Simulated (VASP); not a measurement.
# Mn in VASP: further runs

The runs below take Mn through relaxation of the atoms, with PBEsol, PBE+TS.

Everything below comes from runs of VASP 6.6.1. Logs are shortened: lines on timing, memory, paths and dates and some standing lists are left out, and cuts for length are marked.

## 1. The structure

The cell holds a sheet with vacuum, 1 atom: a = 2.614 Å, b = 2.614 Å, c = 23.800 Å, α = 90.00°, β = 90.00°, γ = 90.00°.

The cell was built by a generator and needn't be a form met in nature.

## 2. Relaxation of the atoms, PBEsol, collinear spin, ferromagnetic start

INCAR

```
SYSTEM = Mn
PREC = Accurate
ENCUT = 520
EDIFF = 1E-7
ISMEAR = 0
SIGMA = 0.05
LREAL = .FALSE.
LASPH = .TRUE.
NELM = 120
ALGO = Normal
ISIF = 2
LWAVE = .FALSE.
LCHARG = .FALSE.
ISPIN = 2
MAGMOM = 4
LORBIT = 11
LMAXMIX = 4
LDIPOL = .TRUE.
IDIPOL = 3
DIPOL = 0.5 0.5 0.294
GGA = PS
IBRION = 2
NSW = 60
EDIFFG = -0.01
```

KPOINTS

```
regular mesh
0
G
  10 10 1
  0 0 0
```

POSCAR

```
Mn
1.0
    2.6143200000      0.0000000000      0.0000000000
    0.0000000000      2.6143200000      0.0000000000
    0.0000000000      0.0000000000     23.8000000000
Mn
1
Selective dynamics
Direct
    0.0000000000      0.0000000000      0.2941200000  F F F
```

Potentials or basis: VASP PAW PBE potentials, release 64 (Mn_pv).

On the command line:

```console
> cat potpaw_PBE.64/Mn_pv/POTCAR > POTCAR
> mpirun -np 1 vasp_std > vasp.out
```

OUTCAR:

```text
SYSTEM = Mn
   PREC = Accurate
   ENCUT = 520
   EDIFF = 1E-7
   ISMEAR = 0
   LREAL = .FALSE.
   LASPH = .TRUE.
   NELM = 120
   ISIF = 2
   ISPIN = 2
   LORBIT = 11
   GGA = PS
   IBRION = 2
   NSW = 60
   EDIFFG = -0.01

 ion  position               nearest neighbor table
   1  0.000  0.000  0.294-

  LATTYP: Found a simple tetragonal cell.
 ALAT       =     2.6143200000
 C/A-ratio  =     9.1037057437

  Lattice vectors:

 A1 = (   2.6143200000,   0.0000000000,   0.0000000000)
 A2 = (   0.0000000000,   2.6143200000,   0.0000000000)
 A3 = (   0.0000000000,   0.0000000000,  23.8000000000)

Analysis of symmetry for initial positions (statically):
=====================================================================
 Subroutine PRICEL returns:
 Original cell was already a primitive cell.

 Routine SETGRP: Setting up the symmetry group for a
 simple tetragonal supercell.

 Subroutine GETGRP returns: Found 16 space group operations
 (whereof  8 operations were pure point group operations)
 out of a pool of 16 trial point group operations.

The static configuration has the point symmetry C_4v.
 The point group associated with its full space group is D_4h.

Analysis of symmetry for dynamics (positions and initial velocities):
=====================================================================
 Subroutine PRICEL returns:
 Original cell was already a primitive cell.

 Routine SETGRP: Setting up the symmetry group for a
 simple tetragonal supercell.

 Subroutine GETGRP returns: Found 16 space group operations
 (whereof  8 operations were pure point group operations)
 out of a pool of 16 trial point group operations.

The dynamic configuration has the point symmetry C_4v.
 The point group associated with its full space group is D_4h.

Analysis of constrained symmetry for selective dynamics:
=====================================================================
 Subroutine PRICEL returns:
 Original cell was already a primitive cell.

 Routine SETGRP: Setting up the symmetry group for a
 simple tetragonal supercell.

 Subroutine GETGRP returns: Found 16 space group operations
 (whereof  8 operations were pure point group operations)
 out of a pool of 16 trial point group operations.

The constrained configuration has the point symmetry C_4v.
 The point group associated with its full space group is D_4h.

Analysis of structural, dynamic, and magnetic symmetry:
=====================================================================
 Subroutine PRICEL returns:
 Original cell was already a primitive cell.

 Routine SETGRP: Setting up the symmetry group for a
 simple tetragonal supercell.

 Subroutine GETGRP returns: Found 16 space group operations
 (whereof  8 operations were pure point group operations)
 out of a pool of 16 trial point group operations.

The overall configuration has the point symmetry C_4v.
 The point group associated with its full space group is D_4h.

 Subroutine INISYM returns: Found 16 space group operations
 (whereof  8 operations are pure point group operations),
 and found     1 'primitive' translations

----------------------------------------------------------------------------------------

                                     Primitive cell

  volume of cell :     162.6651

  direct lattice vectors                    reciprocal lattice vectors
     2.614320000  0.000000000  0.000000000     0.382508645  0.000000000  0.000000000
     0.000000000  2.614320000  0.000000000     0.000000000  0.382508645  0.000000000
     0.000000000  0.000000000 23.800000000     0.000000000  0.000000000  0.042016807

  length of vectors
     2.614320000  2.614320000 23.800000000     0.382508645  0.382508645  0.042016807

  position of ions in fractional coordinates (direct lattice)
     0.000000000  0.000000000  0.294120000

  ion indices of the primitive-cell ions
   primitive index   ion index
                 1           1

----------------------------------------------------------------------------------------

 KPOINTS: regular mesh

Automatic generation of k-mesh.
[... 52 lines left out ...]
 SYSTEM =  Mn
   PREC   = accura    normal or accurate (medium, high low for compatibility)
   ISTART =      0    job   : 0-new  1-cont  2-samecut
   ICHARG =      2    charge: 1-file 2-atom 10-const
   ISPIN  =      2    spin polarized calculation?
   LNONCOLLINEAR =      F non collinear calculations
   LSORBIT =      F    spin-orbit coupling
   LASPH  =      T    aspherical Exc in radial PAW
   ENCUT  =  520.0 eV  38.22 Ry    6.18 a.u.   4.86  4.86 44.25*2*pi/ulx,y,z
   NELM   =    120;   NELMIN=  2; NELMDL= -5     # of ELM steps
   EDIFF  = 0.1E-06   stopping-criterion for ELM
   LREAL  =      F    real-space projection
   EDIFFG = -.1E-01   stopping-criterion for IOM
   NSW    =     60    number of steps for IOM
   IBRION =      2    ionic relax: 0-MD 1-quasi-New 2-CG
   NFREE  =      1    steps in history (QN), initial steepest desc. (CG)
   ISIF   =      2    stress and relaxation
   ISYM   =      2    0-nonsym 1-usesym 2-fastsym
   POTIM  = 0.5000    time-step for ionic-motion
   TEBEG  =    0.0;   TEEND  =   0.0 temperature during run
   PSTRESS=    0.0 pullay stress
   NELECT =      13.0000    total number of electrons
   NUPDOWN=      -1.0000    fix difference up-down
   EMIN   =  10.00;   EMAX   =-10.00  energy-range for DOS
   EFERMI =   0.00;   METHOD = LEGACY
   ISMEAR =     0;   SIGMA  =   0.05  broadening in eV -4-tet -1-fermi 0-gaus
   EFERMI_NEDOS =   21; number of points for ismear=-14 and -15
   IALGO  =     38    algorithm
   IMIX   =      4    mixing-type and parameters
     AMIX     =   0.40;   BMIX     =  1.00
     AMIX_MAG =   1.60;   BMIX_MAG =  1.00
  volume/ion in A,a.u.               =     162.67      1097.72
  Fermi-wavevector in a.u.,A,eV,Ry     =   0.705166  1.332570  6.765613  0.497259
  Thomas-Fermi vector in A             =   1.790604
   LORBIT       =     11    0 simple, 1 ext, 2 COOP (PROOUT), +10 PAW based schemes
   GGA     = PS    functional components
   LHFCALC =     F    Hartree Fock is set to
   AEXX    =    0.0000 exact exchange contribution
   IVDW    =     0    specifies the selected vdW correction
   LEPSILON=     F    determine dielectric tensor
   LRPA    =     F    only Hartree local field effects (RPA)
 conjugate gradient relaxation of ions
 spin polarized calculation
 Gauss-broadening in eV      SIGMA  =   0.05
  energy-cutoff  :      520.00
  volume of cell :      162.67
 maximum number of plane-waves:      4416
 NGX is ok and might be reduce to    20
   NGX =  9   NGY =  9   NGZ = 89

 dipolmoment           0.000000      0.000000     -0.000001 electrons x Angstroem

 number of electron      12.9999981 magnetization       4.3180118

 dipolmoment           0.000000      0.000000      0.000001 electrons x Angstroem

 Free energy of the ion-electron system (eV)
  ---------------------------------------------------
  ext. energy  EPLUGINS =         0.00000000
  ---------------------------------------------------
  free energy    TOTEN  =        -7.23049360 eV

  energy without entropy =       -7.22890905  energy(sigma->0) =       -7.22970132

 E-fermi :  -2.6627     XC(G=0):  -1.8669

 val. band max:       -2.7059681573   @ k =   0.5000   0.5000   0.0000
 cond. band min:      -2.6581248174   @ k =   0.4000   0.1000   0.0000
 fundamental gap:      0.0478433399
 Fermi energy:        -2.6626809817

 spin component 1

 k-point     1 :       0.0000    0.0000    0.0000
  band No.  band energies     occupation
      1     -52.7264      1.00000
      2     -52.0248      1.00000
      3     -52.0248      1.00000
      4      -8.3210      1.00000
      5      -6.2191      1.00000
      6      -5.6755      1.00000
      7      -4.3449      1.00000
      8      -4.3449      1.00000
      9      -3.4423      1.00000
     10      -3.2585      1.00000
     11       0.6046      0.00000
     12       1.0694      0.00000
[... 286 lines left out ...]
 k-point    21 :       0.5000    0.5000    0.0000
  band No.  band energies     occupation
      1     -52.6821      1.00000
      2     -52.2305      1.00000
      3     -52.2305      1.00000
      4      -6.4987      1.00000
      5      -5.5598      1.00000
      6      -5.5598      1.00000
      7      -4.6216      1.00000
      8      -2.7060      0.88959
      9       2.3681      0.00000
     10       2.3681      0.00000
     11       6.4324      0.00000
     12       6.9914      0.00000
 Fermi energy:        -2.6626809817

 spin component 2

 k-point     1 :       0.0000    0.0000    0.0000
  band No.  band energies     occupation
      1     -48.4233      1.00000
      2     -48.1377      1.00000
      3     -48.1377      1.00000
      4      -7.0355      1.00000
      5      -3.2243      1.00000
      6      -2.3361      0.00000
      7      -2.1314      0.00000
      8      -0.3738      0.00000
      9      -0.3738      0.00000
     10       0.3030      0.00000
     11       0.9847      0.00000
     12       1.4137      0.00000
[... 286 lines left out ...]
 k-point    21 :       0.5000    0.5000    0.0000
  band No.  band energies     occupation
      1     -48.3720      1.00000
      2     -48.3704      1.00000
      3     -48.3704      1.00000
      4      -3.9261      1.00000
      5      -1.9566      0.00000
      6      -1.9566      0.00000
      7      -0.6058      0.00000
      8       0.9059      0.00000
      9       3.7301      0.00000
     10       3.7301      0.00000
     11       8.2966      0.00000
     12       8.7356      0.00000

------------------------ aborting loop because EDIFF is reached ----------------------------------------

 vacuum level on the upper side and lower side of the slab       (xc-potential included)        -0.025        -0.024

  FORCE on cell =-STRESS in cart. coord.  units (eV):
  Direction    XX          YY          ZZ          XY          YZ          ZX
  --------------------------------------------------------------------------------------
  -------------------------------------------------------------------------------------
  Total       -0.5460232     -0.5460232     -0.0022333      0.0000000      0.0000000      0.0000000
  in kB       -5.3780800     -5.3780800     -0.0219965      0.0000000      0.0000000      0.0000000
  external PRESSURE =      -3.5927189 kB  Pullay stress =       0.0000000 kB

 VOLUME and BASIS-vectors are now :
 -----------------------------------------------------------------------------
  energy-cutoff  :      520.00
  volume of cell :      162.67
      direct lattice vectors                 reciprocal lattice vectors
     2.614320000  0.000000000  0.000000000     0.382508645  0.000000000  0.000000000
     0.000000000  2.614320000  0.000000000     0.000000000  0.382508645  0.000000000
     0.000000000  0.000000000 23.800000000     0.000000000  0.000000000  0.042016807

 POSITION                                       TOTAL-FORCE (eV/Angst)
 -----------------------------------------------------------------------------------
      0.00000      0.00000      7.00006        -0.000000     -0.000000     -0.000000
 -----------------------------------------------------------------------------------
    total drift:                                0.000000      0.000000      0.000328

  FREE ENERGIE OF THE ION-ELECTRON SYSTEM (eV)
  ---------------------------------------------------
  free  energy   TOTEN  =        -7.2304935955 eV

  energy  without entropy=       -7.2289090530  energy(sigma->0) =       -7.22970132

 reached required accuracy - stopping structural energy minimisation

 vacuum level on the upper side and lower side of the slab         1.184         1.185

 total charge

# of ion       s       p       d       tot
------------------------------------------
    1        0.362   6.124   4.982  11.468

 magnetization (x)

# of ion       s       p       d       tot
------------------------------------------
    1        0.037   0.045   3.800   3.882
```

It took 96 s on 1 thread of Intel Xeon Platinum 8488C (Sapphire Rapids), shared host; peak memory 0.32 GiB.

Results:

```
Free energy                                           : -7.2305 eV
Band gap on the k mesh                                : none (metal or under the smearing width)
Net moment                                            : 4.32 μB per cell
Site moments                                          : Mn +3.88 μB
Valence electrons inside the program's atomic spheres : Mn 11.47
```

Final structure:
```
Mn
1.0
     2.61432    0.00000    0.00000
     0.00000    2.61432    0.00000
     0.00000    0.00000   23.80000
Mn
1
Direct
  0.00000 0.00000 0.29412
```

Levels at points of the mesh, in eV from the Fermi level:
Spin up:
```tsv
k point	band 6	band 7	band 8	band 9	band 10	band 11	band 12
(0.00, 0.00, 0.00)	-3.01	-1.68	-1.68	-0.78	-0.60	3.27	3.73
(0.50, 0.00, 0.00)	-2.19	-1.68	-1.55	0.09	2.98	4.49	6.91
(0.50, 0.50, 0.00)	-2.90	-1.96	-0.04	5.03	5.03	9.10	9.65
```
Spin down:
```tsv
k point	band 1	band 2	band 3	band 4	band 5	band 6	band 7	band 8	band 9
(0.00, 0.00, 0.00)	-45.76	-45.48	-45.48	-4.37	-0.56	0.33	0.53	2.29	2.29
(0.50, 0.00, 0.00)	-45.74	-45.73	-45.45	-0.78	-0.15	0.97	1.51	1.83	2.47
(0.50, 0.50, 0.00)	-45.71	-45.71	-45.71	-1.26	0.71	0.71	2.06	3.57	6.39
```

Caveat: the relaxation stopped at its first step, so nothing moved; the PAW data sets were made with another functional, which shifts forces and pressure a little.

## 3. Relaxation of the atoms, PBE+TS, collinear spin, ferromagnetic start

Changes to INCAR since step 2:

```diff
@@ -3,3 +3,3 @@
 ENCUT = 520
-EDIFF = 1E-7
+EDIFF = 1E-6
 ISMEAR = 0
@@ -9,3 +9,3 @@
 NELM = 120
-ALGO = Normal
+ALGO = Fast
 ISIF = 2
@@ -20,5 +20,6 @@
 DIPOL = 0.5 0.5 0.294
-GGA = PS
+GGA = PE
+IVDW = 2
 IBRION = 2
-NSW = 60
+NSW = 40
 EDIFFG = -0.01
```

KPOINTS is that of step 2.

POSCAR is that of step 2.

Potentials or basis: VASP PAW PBE potentials, release 64 (Mn_pv).

On the command line:

```console
> cat potpaw_PBE.64/Mn_pv/POTCAR > POTCAR
> mpirun -np 1 vasp_std > vasp.out
```

It took 2.2 min on 1 thread of Intel Xeon Platinum 8488C (Sapphire Rapids), shared host; peak memory 0.33 GiB.

Results (log left out):

```yaml
Free_energy: -7.0650 eV
Band_gap_on_the_k_mesh: none (metal or under the smearing width)
Net_moment: 4.32 μB per cell
Site_moments: Mn +3.89 μB
Valence_electrons_inside_the_program's_atomic_spheres: Mn 11.46
Dispersion_energy_per_atom: -0.141 eV
```

Final structure:
```xyz
1
Lattice="2.6143 0.0000 0.0000 0.0000 2.6143 0.0000 0.0000 0.0000 23.8000" Properties=species:S:1:pos:R:3 pbc="T T T"
Mn    0.0000    0.0000    7.0001
```

Levels at points of the mesh, in eV from the Fermi level:
Spin up:
```
           k point  band 6  band 7  band 8  band 9  band 10  band 11  band 12
(0.00, 0.00, 0.00)   -3.03   -1.70   -1.70   -0.80    -0.59     3.11     3.62
(0.50, 0.00, 0.00)   -2.20   -1.68   -1.57    0.16     2.99     4.49     6.88
(0.50, 0.50, 0.00)   -2.91   -1.98   -0.04    5.09     5.09     9.10     9.70
```
Spin down:
| k point | band 2 | band 3 | band 4 | band 5 | band 6 | band 7 |
| --- | --- | --- | --- | --- | --- | --- |
| (0.00, 0.00, 0.00) | -45.59 | -45.59 | -4.41 | -0.57 | 0.29 | 0.48 |
| (0.50, 0.00, 0.00) | -45.83 | -45.57 | -0.78 | -0.15 | 0.90 | 1.48 |
| (0.50, 0.50, 0.00) | -45.82 | -45.81 | -1.29 | 0.72 | 0.72 | 2.03 |

Caveat: the relaxation stopped at its first step, so nothing moved; atom-pairwise D2, TS and ULG terms overbind metals.
